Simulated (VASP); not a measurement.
# PbS (Galena) (Fm-3m) in VASP: notebook

Runs on PbS (Galena). Level: PBEsol. Tasks: single point.

All numbers are computed with VASP 6.6.1; they aren't measurements. Logs are shortened: lines on timing, memory, paths and dates and some standing lists are left out, and cuts for length are marked.

### 1 The crystal as given

It takes space group Fm-3m (No. 225, cubic). Conventional cell: a = 5.931 Å, b = 5.931 Å, c = 5.931 Å, α = 90.00°, β = 90.00°, γ = 90.00°. Around Pb (site symmetry m-3m) lie 6 S at 2.97 Å. Around S (site symmetry m-3m) lie 6 Pb at 2.97 Å.

### 2 Single point, PBEsol

The input, INCAR:

```
SYSTEM = PbS
  PREC = Accurate
  ENCUT = 400
  EDIFF = 1E-7
  ISMEAR = 0
  SIGMA = 0.1
  LREAL = .False.
  LASPH = .True.
  NELM = 100
  ALGO = Normal
  ISIF = 2
  LWAVE = .False.
  LCHARG = .False.
  GGA = PS
  ADDGRID = .False.
```

The input, KPOINTS:

```
Automatic mesh
0
Gamma
  4 4 4
  0 0 0
```

The input, POSCAR:

```
PbS
1.0
    0.0000000000      2.9657500000      2.9657500000
    2.9657500000      0.0000000000      2.9657500000
    2.9657500000      2.9657500000      0.0000000000
Pb S
1 1
Direct
    0.0000000000      0.0000000000      0.0000000000
    0.5000000000      0.5000000000      0.5000000000
```

Potentials or basis: VASP PAW PBE potentials, release 64 (Pb_d, S).

Launch:

```console
$ cat potpaw_PBE.64/Pb_d/POTCAR potpaw_PBE.64/S/POTCAR > POTCAR
$ mpirun -np 1 vasp_std > vasp.out
```

OUTCAR:

```text
SYSTEM = PbS
   PREC = Accurate
   ENCUT = 400
   EDIFF = 1E-7
   ISMEAR = 0
   LREAL = .False.
   LASPH = .True.
   NELM = 100
   ISIF = 2
   GGA = PS

 Found      8 irreducible k-points:

 Following reciprocal coordinates:
            Coordinates               Weight
  0.000000  0.000000  0.000000      1.000000
  0.250000  0.000000  0.000000      8.000000
  0.500000  0.000000  0.000000      4.000000
  0.250000  0.250000  0.000000      6.000000
  0.500000  0.250000  0.000000     24.000000
 -0.250000  0.250000  0.000000     12.000000
   k-points           NKPTS =      8   k-points in BZ     NKDIM =      8   number of bands    NBANDS=     14
   number of dos      NEDOS =    301   number of ions     NIONS =      2
   total plane-waves  NPLWV =  21952
   dimension x,y,z NGX =    28 NGY =   28 NGZ =   28
   dimension x,y,z NGXF=    56 NGYF=   56 NGZF=   56
   ions per type =               1   1
   NGX,Y,Z   is equivalent  to a cutoff of  11.10, 11.10, 11.10 a.u.
   NGXF,Y,Z  is equivalent  to a cutoff of  22.20, 22.20, 22.20 a.u.
 SYSTEM =  PbS
   PREC   = accura    normal or accurate (medium, high low for compatibility)
   ISTART =      0    job   : 0-new  1-cont  2-samecut
   ICHARG =      2    charge: 1-file 2-atom 10-const
   ISPIN  =      1    spin polarized calculation?
   LNONCOLLINEAR =      F non collinear calculations
   LSORBIT =      F    spin-orbit coupling
   LASPH  =      T    aspherical Exc in radial PAW
   ENCUT  =  400.0 eV  29.40 Ry    5.42 a.u.   6.84  6.84  6.84*2*pi/ulx,y,z
   NELM   =    100;   NELMIN=  2; NELMDL= -5     # of ELM steps
   EDIFF  = 0.1E-06   stopping-criterion for ELM
   LREAL  =      F    real-space projection
   EDIFFG = 0.1E-05   stopping-criterion for IOM
   NSW    =      0    number of steps for IOM
   IBRION =     -1    ionic relax: 0-MD 1-quasi-New 2-CG
   NFREE  =      0    steps in history (QN), initial steepest desc. (CG)
   ISIF   =      2    stress and relaxation
   ISYM   =      2    0-nonsym 1-usesym 2-fastsym
   POTIM  = 0.5000    time-step for ionic-motion
   TEBEG  =    0.0;   TEEND  =   0.0 temperature during run
   PSTRESS=    0.0 pullay stress
   NELECT =      20.0000    total number of electrons
   NUPDOWN=      -1.0000    fix difference up-down
   EMIN   =  10.00;   EMAX   =-10.00  energy-range for DOS
   EFERMI =   0.00;   METHOD = LEGACY
   ISMEAR =     0;   SIGMA  =   0.10  broadening in eV -4-tet -1-fermi 0-gaus
   EFERMI_NEDOS =   21; number of points for ismear=-14 and -15
   IALGO  =     38    algorithm
   IMIX   =      4    mixing-type and parameters
     AMIX     =   0.40;   BMIX     =  1.00
     AMIX_MAG =   1.60;   BMIX_MAG =  1.00
  volume/ion in A,a.u.               =      26.09       176.04
  Fermi-wavevector in a.u.,A,eV,Ry     =   1.189251  2.247359 19.242973  1.414319
  Thomas-Fermi vector in A             =   2.325363
   LORBIT       =      0    0 simple, 1 ext, 2 COOP (PROOUT), +10 PAW based schemes
   GGA     = PS    functional components
   LHFCALC =     F    Hartree Fock is set to
   AEXX    =    0.0000 exact exchange contribution
   IVDW    =     0    specifies the selected vdW correction
   LEPSILON=     F    determine dielectric tensor
   LRPA    =     F    only Hartree local field effects (RPA)
 non-spin polarized calculation
 Gauss-broadening in eV      SIGMA  =   0.10
  energy-cutoff  :      400.00
  volume of cell :       52.17
 maximum number of plane-waves:       960
   NGX = 13   NGY = 13   NGZ = 13

 number of electron      19.9999993 magnetization

 Free energy of the ion-electron system (eV)
  ---------------------------------------------------
  ext. energy  EPLUGINS =         0.00000000
  ---------------------------------------------------
  free energy    TOTEN  =        -9.44190088 eV

  energy without entropy =       -9.44052868  energy(sigma->0) =       -9.44121478

 E-fermi :   5.8118     XC(G=0):  -9.8899

 val. band max:        5.6838209560   @ k =   0.5000   0.0000   0.0000
 cond. band min:       5.9397076368   @ k =   0.5000   0.0000   0.0000
 fundamental gap:      0.2558866808
 Fermi energy:         5.8117642964

 k-point     1 :       0.0000    0.0000    0.0000
  band No.  band energies     occupation
      1     -11.0545      2.00000
      2     -11.0545      2.00000
      3     -11.0545      2.00000
      4     -11.0416      2.00000
      5     -11.0416      2.00000
      6      -7.9198      2.00000
      7      -0.3728      2.00000
      8       3.5134      2.00000
      9       3.5134      2.00000
     10       3.5134      2.00000
     11      10.8474      0.00000
     12      10.8474      0.00000
     13      10.8474      0.00000
     14      12.3304      0.00000

 k-point     2 :       0.2500    0.0000    0.0000
  band No.  band energies     occupation
      1     -11.0603      2.00000
      2     -11.0603      2.00000
      3     -11.0525      2.00000
      4     -11.0280      2.00000
      5     -11.0280      2.00000
      6      -7.4092      2.00000
      7      -1.8046      2.00000
      8       3.6747      2.00000
      9       3.6747      2.00000
     10       4.5026      2.00000
     11       7.9582      0.00000
     12       8.8452      0.00000
     13       8.8452      0.00000
     14      12.4059      0.00000

 k-point     3 :       0.5000    0.0000    0.0000
  band No.  band energies     occupation
      1     -11.0753      2.00000
      2     -11.0753      2.00000
      3     -11.0516      2.00000
      4     -11.0050      2.00000
      5     -11.0050      2.00000
      6      -6.6522      2.00000
      7      -3.2112      2.00000
      8       3.9093      2.00000
      9       3.9093      2.00000
     10       5.6838      1.92961
     11       5.9397      0.07039
     12       7.5818      0.00000
     13       7.5818      0.00000
     14      14.1737      0.00000

 k-point     4 :       0.2500    0.2500    0.0000
  band No.  band energies     occupation
      1     -11.1019      2.00000
      2     -11.0677      2.00000
      3     -11.0283      2.00000
      4     -11.0239      2.00000
      5     -11.0239      2.00000
      6      -7.2160      2.00000
      7      -1.5691      2.00000
      8       2.8375      2.00000
      9       2.8375      2.00000
     10       3.9399      2.00000
     11       8.0623      0.00000
     12      10.2922      0.00000
     13      10.5539      0.00000
     14      10.5539      0.00000

 k-point     5 :       0.5000    0.2500    0.0000
  band No.  band energies     occupation
      1     -11.1337      2.00000
      2     -11.0562      2.00000
      3     -11.0432      2.00000
      4     -11.0148      2.00000
      5     -11.0006      2.00000
      6      -6.4513      2.00000
      7      -2.5359      2.00000
      8       1.8794      2.00000
      9       2.8868      2.00000
     10       3.4392      2.00000
     11       8.4604      0.00000
     12       9.4570      0.00000
     13       9.9303      0.00000
     14      11.8990      0.00000

 k-point     6 :      -0.2500    0.2500    0.0000
  band No.  band energies     occupation
      1     -11.0914      2.00000
      2     -11.0585      2.00000
      3     -11.0400      2.00000
      4     -11.0228      2.00000
      5     -11.0215      2.00000
      6      -6.7223      2.00000
      7      -2.5486      2.00000
      8       1.9417      2.00000
      9       3.7831      2.00000
     10       4.8643      2.00000
     11       7.0445      0.00000
     12       8.0672      0.00000
     13       9.8693      0.00000
     14      13.9011      0.00000

 [... further k-points ...]
[... 5 lines left out ...]
  --------------------------------------------------------------------------------------
  -------------------------------------------------------------------------------------
  Total       -0.2702636     -0.2702636     -0.2702636     -0.0000000      0.0000000      0.0000000
  in kB       -8.2997408     -8.2997408     -8.2997408     -0.0000000      0.0000000      0.0000000
  external PRESSURE =      -8.2997408 kB  Pullay stress =       0.0000000 kB

 VOLUME and BASIS-vectors are now :
 -----------------------------------------------------------------------------
  energy-cutoff  :      400.00
  volume of cell :       52.17
      direct lattice vectors                 reciprocal lattice vectors
     0.000000000  2.965750000  2.965750000    -0.168591419  0.168591419  0.168591419
     2.965750000  0.000000000  2.965750000     0.168591419 -0.168591419  0.168591419
     2.965750000  2.965750000  0.000000000     0.168591419  0.168591419 -0.168591419

 POSITION                                       TOTAL-FORCE (eV/Angst)
 -----------------------------------------------------------------------------------
      0.00000      0.00000      0.00000         0.000000     -0.000000      0.000000
      2.96575      2.96575      2.96575        -0.000000      0.000000     -0.000000
 -----------------------------------------------------------------------------------
    total drift:                                0.000000      0.000000      0.000000

  FREE ENERGIE OF THE ION-ELECTRON SYSTEM (eV)
  ---------------------------------------------------
  free  energy   TOTEN  =        -9.4419008819 eV

  energy  without entropy=       -9.4405286839  energy(sigma->0) =       -9.44121478
```

Run time: 3.6 s. Hardware: 1 thread of Intel Xeon 6975P-C (Granite Rapids), shared host; peak memory 0.14 GiB.

The run converged, but some of its settings lie outside the range that counts as converged, so its numbers aren't taken as properties of the crystal.

Results:

```yaml
Free_energy: -9.4419 eV
Pressure: -0.8 GPa
Band_gap_on_the_k_mesh: 0.26 eV, direct
```

Caveat: the k mesh is coarse (spacing up to 0.46 Å⁻¹), so the values aren't converged; the PAW data sets were made with another functional, which shifts forces and pressure a little; spin-orbit coupling is left out, which as a rule narrows the gap of such compounds by several tenths of an eV.

### 3 Single point, PBEsol

INCAR: that of step 2 with these lines changed.

```diff
@@ -5,3 +5,3 @@
   ISMEAR = 0
-  SIGMA = 0.1
+  SIGMA = 0.01
   LREAL = .False.
```

KPOINTS is that of step 2.

POSCAR is that of step 2.

Potentials or basis: VASP PAW PBE potentials, release 64 (Pb_d, S).

Launch:

```console
$ cat potpaw_PBE.64/Pb_d/POTCAR potpaw_PBE.64/S/POTCAR > POTCAR
$ mpirun -np 1 vasp_std > vasp.out
```

Run time: 3.3 s. Hardware: 1 thread of Intel Xeon 6975P-C (Granite Rapids), shared host; peak memory 0.15 GiB.

These settings aren't checked as converged: the numbers below hold their error.

Results:

```
Free energy            : -9.4417 eV
Pressure               : -0.8 GPa
Band gap on the k mesh : 0.25 eV, direct
```

Caveat: the k mesh is coarse (spacing up to 0.46 Å⁻¹), so the values aren't converged; the PAW data sets were made with another functional, which shifts forces and pressure a little; spin-orbit coupling is left out, which as a rule narrows the gap of such compounds by several tenths of an eV.

### 4 Single point, PBEsol

INCAR: that of step 3 with these lines changed.

```diff
@@ -1,3 +1,3 @@
 SYSTEM = PbS
-  PREC = Accurate
+  PREC = Low
   ENCUT = 400
@@ -5,3 +5,3 @@
   ISMEAR = 0
-  SIGMA = 0.01
+  SIGMA = 0.05
   LREAL = .False.
```

KPOINTS is that of step 3.

POSCAR is that of step 3.

Potentials or basis: VASP PAW PBE potentials, release 64 (Pb_d, S).

Launch:

```console
$ cat potpaw_PBE.64/Pb_d/POTCAR potpaw_PBE.64/S/POTCAR > POTCAR
$ mpirun -np 1 vasp_std > vasp.out
```

OUTCAR:

```text
SYSTEM = PbS
   PREC = Low
   ENCUT = 400
   EDIFF = 1E-7
   ISMEAR = 0
   LREAL = .False.
   LASPH = .True.
   NELM = 100
   ISIF = 2
   GGA = PS

 Found      8 irreducible k-points:

 Following reciprocal coordinates:
            Coordinates               Weight
  0.000000  0.000000  0.000000      1.000000
  0.250000  0.000000  0.000000      8.000000
  0.500000  0.000000  0.000000      4.000000
  0.250000  0.250000  0.000000      6.000000
  0.500000  0.250000  0.000000     24.000000
 -0.250000  0.250000  0.000000     12.000000
[... 170 lines left out ...]
     10       4.8664      2.00000
     11       7.0459      0.00000
     12       8.0681      0.00000
     13       9.8711      0.00000
     14      13.9023      0.00000

 [... further k-points ...]
[... 5 lines left out ...]
  --------------------------------------------------------------------------------------
  -------------------------------------------------------------------------------------
  Total       -0.2557765     -0.2557765     -0.2557765      0.0000000      0.0000000     -0.0000000
  in kB       -7.8548461     -7.8548461     -7.8548461      0.0000000      0.0000000     -0.0000000
  external PRESSURE =      -7.8548461 kB  Pullay stress =       0.0000000 kB

 VOLUME and BASIS-vectors are now :
 -----------------------------------------------------------------------------
  energy-cutoff  :      400.00
  volume of cell :       52.17
      direct lattice vectors                 reciprocal lattice vectors
     0.000000000  2.965750000  2.965750000    -0.168591419  0.168591419  0.168591419
     2.965750000  0.000000000  2.965750000     0.168591419 -0.168591419  0.168591419
     2.965750000  2.965750000  0.000000000     0.168591419  0.168591419 -0.168591419

 POSITION                                       TOTAL-FORCE (eV/Angst)
 -----------------------------------------------------------------------------------
      0.00000      0.00000      0.00000         0.000000      0.000000      0.000000
      2.96575      2.96575      2.96575        -0.000000      0.000000      0.000000
 -----------------------------------------------------------------------------------
    total drift:                               -0.000000     -0.000000      0.000000

  FREE ENERGIE OF THE ION-ELECTRON SYSTEM (eV)
  ---------------------------------------------------
  free  energy   TOTEN  =        -9.4428036312 eV

  energy  without entropy=       -9.4427982627  energy(sigma->0) =       -9.44280095
```

stdout:

```text
POSCAR found type information on POSCAR PbS
 POSCAR found :  2 types and       2 ions
 scaLAPACK will be used
 -----------------------------------------------------------------------------
|                                                                             |
|                                                                             |
|     You enforced a specific xc type in the INCAR file but a different       |
|     I HOPE YOU KNOW WHAT YOU ARE DOING!                                     |
|                                                                             |
 -----------------------------------------------------------------------------

 LDA part: xc-table for (Slater+PW92), standard interpolation
 POSCAR, INCAR and KPOINTS ok, starting setup
 FFT: planning ... GRIDC
 FFT: planning ... GRID_SOFT
 FFT: planning ... GRID
 WAVECAR not read
 entering main loop
```

Wall time 1.9 s (1 thread of Intel Xeon 6975P-C (Granite Rapids), shared host); peak memory 0.11 GiB.

The run converged, but some of its settings lie outside the range that counts as converged, so its numbers aren't taken as properties of the crystal.

Results:

* Free energy: -9.4428 eV
* Pressure: -0.8 GPa
* Band gap on the k mesh: 0.25 eV, direct

Caveat: the k mesh is coarse (spacing up to 0.46 Å⁻¹), so the values aren't converged; the PAW data sets were made with another functional, which shifts forces and pressure a little; spin-orbit coupling is left out, which as a rule narrows the gap of such compounds by several tenths of an eV.

### 5 Single point, PBEsol

INCAR: that of step 4 with these lines changed.

```diff
@@ -1,3 +1,3 @@
 SYSTEM = PbS
-  PREC = Low
+  PREC = Normal
   ENCUT = 400
```

KPOINTS is that of step 4.

POSCAR is that of step 4.

Launch:

```console
$ cat potpaw_PBE.64/Pb_d/POTCAR potpaw_PBE.64/S/POTCAR > POTCAR
$ mpirun -np 1 vasp_std > vasp.out
```

Run time: 2.4 s. Hardware: 1 thread of Intel Xeon 6975P-C (Granite Rapids), shared host; peak memory 0.13 GiB.

The run converged, but some of its settings lie outside the range that counts as converged, so its numbers aren't taken as properties of the crystal.

Results:

| Property | Result |
| --- | --- |
| Free energy | -9.4417 eV |
| Pressure | -0.8 GPa |
| Band gap on the k mesh | 0.25 eV, direct |

Caveat: the k mesh is coarse (spacing up to 0.46 Å⁻¹), so the values aren't converged; the PAW data sets were made with another functional, which shifts forces and pressure a little; spin-orbit coupling is left out, which as a rule narrows the gap of such compounds by several tenths of an eV.

### 6 The reference run

An earlier run on the cell as given: functional PBEsol; potentials or basis VASP PAW PBE potentials, release 64 (Pb_d, S); cutoff 520 eV; k mesh 8 × 8 × 8; occupations fermi-dirac, width 0.05 eV; no spin polarisation.

- Pressure: -0.9 GPa
- Band gap on the k mesh: 0.25 eV, direct
